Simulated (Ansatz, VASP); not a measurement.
This is a calculation of Mo for Ansatz 0.2.0.

The input input.yaml:

```yaml
crystal:
  lattice:
    - [-1.5838089719, 1.5838089719, 1.5838089719]
    - [1.5838089719, -1.5838089719, 1.5838089719]
    - [1.5838089719, 1.5838089719, -1.5838089719]
  atoms:
    - { symbol: Mo, position: [0.0, 0.0, 0.0] }
hamiltonian:
  xc: lda
  pseudopotentials: { kind: paw }
kpoints:
  mp_grid: { grid: [12, 12, 12] }
scf:
  occupations: { method: gaussian, width: 0.02 }
output:
  forces: true
  stress: true
  eigenvalues: true
```

Potentials or basis: Ansatz PAW.

The run is started by

```bash
$ ansatz run input.yaml --threads 2 --pin off --max-ram 5632MiB --backend cpu --events-out ev --progress --plain --runs-dir out
```

Q: Translate it to VASP 6.6.1. Potentials there: VASP PAW LDA potentials, release 54 (Mo_sv).

A: As run (the cutoff follows the program's own potentials):

File run.py:

```python
from ase.calculators.vasp import Vasp
from ase.dft.bandgap import bandgap
from ase.spacegroup import crystal

atoms = crystal(
    ['Mo'],
    basis=[[0.0, 0.0, 0.0]],
    spacegroup=229,
    setting=1,
    cellpar=[3.16761794, 3.16761794, 3.16761794, 90.0, 90.0, 90.0],
    primitive_cell=True,
)
calc = Vasp(
    directory='calc',
    xc='lda',
    pp='LDA',
    setups='recommended',
    pp_version='54',
    prec='Accurate',
    encut=520,
    ediff=1e-06,
    ismear=0,
    sigma=0.02,
    lreal=False,
    lasph=True,
    nelm=60,
    algo='Normal',
    isif=2,
    lwave=False,
    lcharg=False,
    kpts=[12, 12, 12],
    gamma=True,
)
atoms.calc = calc

print('energy (eV):', atoms.get_potential_energy())
print('free energy (eV):', atoms.get_potential_energy(force_consistent=True))
print('forces (eV/A):')
print(atoms.get_forces())
print('stress (eV/A^3, Voigt):', atoms.get_stress())
print('Fermi level (eV):', calc.get_fermi_level())
gap, top, bottom = bandgap(calc)
print('band gap (eV):', gap, 'from (spin, k, band)', top, 'to', bottom)
```

Potentials or basis: VASP PAW LDA potentials, release 54 (Mo_sv).

Run with:

```bash
$ python run.py
```

Both were run:

|  | VASP | Ansatz | Ansatz less VASP |
| --- | --- | --- | --- |
| gap on the k mesh at the Fermi level (eV) | none | none | - |
| pressure (GPa) | -13.2 | -14.3 | -1.05 |

A gap of «none» marks a metal or a gap that the smearing closes.

Caveats: the PAW data sets come from PBE, with cores solved anew for the run's functional, which leaves a small shift of forces and pressure (Ansatz).
